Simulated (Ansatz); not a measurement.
# Relativity in AlRu

```
CELL_PARAMETERS angstrom
2.99160 0.00000 0.00000
0.00000 2.99160 0.00000
0.00000 0.00000 2.99160
ATOMIC_POSITIONS crystal
Al 0.00000 0.00000 0.00000
Ru 0.50000 0.50000 0.50000
```

Atoms are numbered in the order listed.

The cell is COD entry 1527371, as deposited and not checked against the literature; nothing was relaxed.

Spin polarisation is left out, and whether a magnetic state lies lower isn't shown here.

One fixed cell is solved with PBE by PAW with the default files in Ansatz 0.2.0 under different relativistic treatments. Pressure is positive in compression.

Numerical set-up: a Γ-centred 12×12×12 k mesh, Fermi–Dirac smearing of 0.05 eV, cutoff 420 eV, no spin polarisation.

```json
{"setting": "scalar-relativistic", "P (GPa)": "?", "lowest level at Γ above −25 eV, from the valence-band top or, without a gap, the Fermi level (eV)": "-9.65"}
{"setting": "with spin–orbit coupling", "P (GPa)": "?", "lowest level at Γ above −25 eV, from the valence-band top or, without a gap, the Fermi level (eV)": "-9.66"}
```

(1) Fill in "P (GPa)" for the row "with spin–orbit coupling".

(2) What belongs in the row "scalar-relativistic", column "P (GPa)"?

Results:

(1) 2.54.

(2) 2.48.
